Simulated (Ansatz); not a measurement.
Runs of Ansatz 0.2.0 on PtS2. The structure is monoclinic, space group C2/m (No. 12). The conventional cell has a = 6.233 Å, b = 3.821 Å, c = 4.395 Å, α = 90.00°, β = 90.04°, γ = 90.00°. Pt (site symmetry 2/m) has 6 S at 2.32 to 2.58 Å as nearest neighbours. S (site symmetry m) has 3 Pt at 2.32 to 2.58 Å as nearest neighbours. The cell was built by a generator and isn't the measured one.

| level | spin | U | fixed moment (μB) | gap on the mesh (eV) | pressure (GPa) | moment (μB) | largest force (eV/Å) |
| --- | --- | --- | --- | --- | --- | --- | --- |
| PBE+U | collinear, program default start | Pt d U = 2 eV | - | none | -3.8 | 0.00 | 1.35 |
| PBE+U | collinear, ferromagnetic start | Pt d U = 6 eV | - | none | -3.0 | 0.00 | 1.01 |
| LDA+U | collinear, ferromagnetic start | Pt d U = 5 eV | 1 | - | (b) | 1.00 | (a) |
| LDA+U | collinear, program default start | Pt d U = 5 eV | - | none | -11.4 | 0.00 | 1.12 |
| PBE+U | off | Pt d U = 6 eV | - | none | -3.0 | - | 1.01 |

Alike in all rows: task single point; potentials or basis Ansatz PAW; cell as given; k mesh 6 × 6 × 4; cutoff (eV) 420; smearing gaussian 0.05 eV.

Task: Estimate the missing entries.

Result: (a) 0.84; (b) -9.1.

Caveats: the magnetic or orbital state may not be the lowest (some runs); forces of over 1 eV/Å show positions far from the minimum, so gaps and moduli don't describe the material at rest (some runs); the PAW data sets come from PBE, with cores solved anew for the run's functional, which leaves a small shift of forces and pressure (some runs); the starting moments weren't kept (some runs); the total moment is fixed, so each spin has its own Fermi level (some runs); the thresholds are loose for stress (some runs); U without spin polarisation on a metal has little footing (some runs).

A k mesh can miss the band edges, and the runs leave out spin-orbit coupling on Pt.

A gap of «none» marks a metal or a gap under the smearing width.
